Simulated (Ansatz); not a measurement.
Wanted: the native input for an Ansatz 0.2.0 run.

- Task: single point
- Functional: PBE
- Dispersion: D3(BJ)-ATM
- Potentials or basis: Ansatz PAW earlier set
- Cutoff: 930 eV (not typed: the program's choice for these potentials)
- k mesh: 10 × 10 × 10
- Occupations: gaussian, width 0.1 eV
- Spin: collinear spin, ferromagnetic start
- Starting moments: [2.0, 0.0] μB
- Hubbard terms: Co d U = 6 eV
- Hubbard projectors: ortho-atomic
- Double counting: fll

Crystal: CoO.

```xyz
2
Lattice="1.6022 0.9250 2.5665 -1.6022 0.9250 2.5665 0.0000 -1.8501 2.5665" Properties=species:S:1:pos:R:3 pbc="T T T"
Co    0.0000    0.0000    7.6915
O     0.0000    0.0000    5.7824
```

Measurements of this composition are mostly on another form, of space group No. 225.

The input as run:

input.yaml

```yaml
crystal:
  lattice:
    - [1.6022198417, 0.9250420569, 2.5664708903]
    - [-1.6022198417, 0.9250420569, 2.5664708903]
    - [0.0, -1.8500841138, 2.5664708903]
  atoms:
    - { symbol: Co, position: [0.99897832, 0.99897832, 0.99897832], spin: 2.0 }
    - { symbol: O, position: [0.75102103, 0.75102103, 0.75102103] }
hamiltonian:
  xc: pbe
  pseudopotentials: { kind: paw, source: ansatz }
  dispersion: d3bjatm
  hubbard:
    sites: [{ species: Co, l: d, u_eff: 6.0 }]
    projectors: ortho-atomic
    double_counting: fll
magnetization:
  spin_polarized: true
kpoints:
  mp_grid: { grid: [10, 10, 10] }
scf:
  occupations: { method: gaussian, width: 0.1 }
output:
  forces: true
  stress: true
  eigenvalues: true
```

Potentials or basis: Ansatz PAW earlier set.

Launch:

```bash
$ ansatz run input.yaml --threads 1 --pin off --max-ram 2560MiB --backend cpu --events-out ev --progress --plain --runs-dir out
```

Results of the run:

```json
{
  "Pressure": "15.9 GPa",
  "Largest force": "0.501 eV/Å",
  "Band gap on the k mesh": "0.65 eV, direct",
  "Net moment": "3.00 μB per cell",
  "Absolute moment": "3.00 μB per cell",
  "Site moments": "Co +2.48; O +0.15 μB"
}
```

Caveat: the magnetic or orbital state may not be the lowest; a cell with one magnetic atom can't hold antiferromagnetic order, which such compounds often take.

Wall time 2.2 min on 1 thread of Arm Neoverse V1, with other jobs on the host, peak memory 1.2 GiB.
